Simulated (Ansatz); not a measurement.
The system is Ge.

```
Ge
1.0
     3.99759    0.00000    0.00000
    -1.99879    3.46201    0.00000
     0.00000    0.00000    6.59938
Ge
4
Direct
  0.33333 0.66667 0.93710
  0.66667 0.33333 0.43710
  0.33333 0.66667 0.56290
  0.66667 0.33333 0.06290
```

This isn't the form of Ge at room conditions, which is diamond.

Base run:

- Program: Ansatz 0.2.0
- Functional: revPBE
- Potentials or basis: Ansatz PAW
- Cutoff: 420 eV (not typed: the program's choice for these potentials)
- k mesh: 8 × 8 × 4
- Occupations: fermi-dirac, width 0.05 eV
- Spin: no spin polarisation

Its results: pressure 4.2 GPa; largest force 0.015 eV/Å.

**Question.** The run is repeated on the same cell with these changes: functional from revPBE to BLYP. What comes out?

**Answer.** Pressure 6.6 GPa; largest force 0.025 eV/Å.

Caveats: the PAW data sets come from PBE, with cores solved anew for the run's functional, which leaves a small shift of forces and pressure.
